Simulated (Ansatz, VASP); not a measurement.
One calculation of TiTe2, two programs

File INCAR:

```
PREC = Accurate
ENCUT = 520
EDIFF = 1E-6
ISMEAR = 0
SIGMA = 0.1
LREAL = F
LASPH = T
NELM = 100
ALGO = Normal
ISIF = 2
LWAVE = F
LCHARG = T
GGA = CA
LELF = T
LVHAR = T
NBANDS = 19
```

Contents of KPOINTS:

```
Automatic mesh
0
Gamma
  15 15 8
```

POSCAR

```
TiTe2
1.0
    3.6577231996      0.0000000000      0.0000000000
   -1.8288615998      3.1676812109      0.0000000000
    0.0000000000      0.0000000000      6.3902631600
Ti Te
1 2
Direct
    0.0000000000      0.0000000000      0.0000000000
    0.6666666667      0.3333333333      0.2684544085
    0.3333333333      0.6666666667      0.7315455915
```

Input for Ansatz:

```yaml
crystal:
  lattice:
    - [3.6577231996, 0.0, 0.0]
    - [-1.8288615998, 3.1676812109, 0.0]
    - [0.0, 0.0, 6.39026316]
  atoms:
    - { symbol: Ti, position: [0.0, 0.0, 0.0] }
    - { symbol: Te, position: [0.6666666667, 0.3333333333, 0.2684544085] }
    - { symbol: Te, position: [0.3333333333, 0.6666666667, 0.7315455915] }
basis:
  ecutwfc: 420
kpoints:
  mp_grid: { grid: [15, 15, 8] }
hamiltonian:
  xc: lda
scf:
  occupations: { method: gaussian, width: 0.1 }
output:
  forces: true
  stress: true
  eigenvalues: true
```

Alike in both runs: task single point; functional LDA; k mesh 15 × 15 × 8; occupations gaussian, width 0.1 eV; no spin polarisation.

```csv
,VASP,Ansatz
version,VASP 6.6.1,Ansatz 0.2.0
potentials or method,"VASP PAW LDA potentials, release 64 (Ti_sv, Te)","scalar-relativistic, plane waves, PAW"
plane-wave cutoff (eV),520,420
valence electrons in the cell,24,44
```

VASP gave:

- gap on the k mesh at the Fermi level (eV): none
- pressure (GPa): 0.0
- largest component of the traceless stress (GPa): 0.35
- rms of the force components (eV/Å): 0.004

Task: Which values does Ansatz return?

Result: gap on the k mesh at the Fermi level (eV): none; pressure (GPa): -0.2; largest component of the traceless stress (GPa): 0.36; rms of the force components (eV/Å): 0.012.

Atom by atom the forces differ by 0.015 eV/Å (rms over components). A gap of «none» marks a metal or a gap that the smearing closes. The two sets of potentials don't hold the same shells in valence.

Spin-orbit coupling is left out, which matters for the levels of Te.
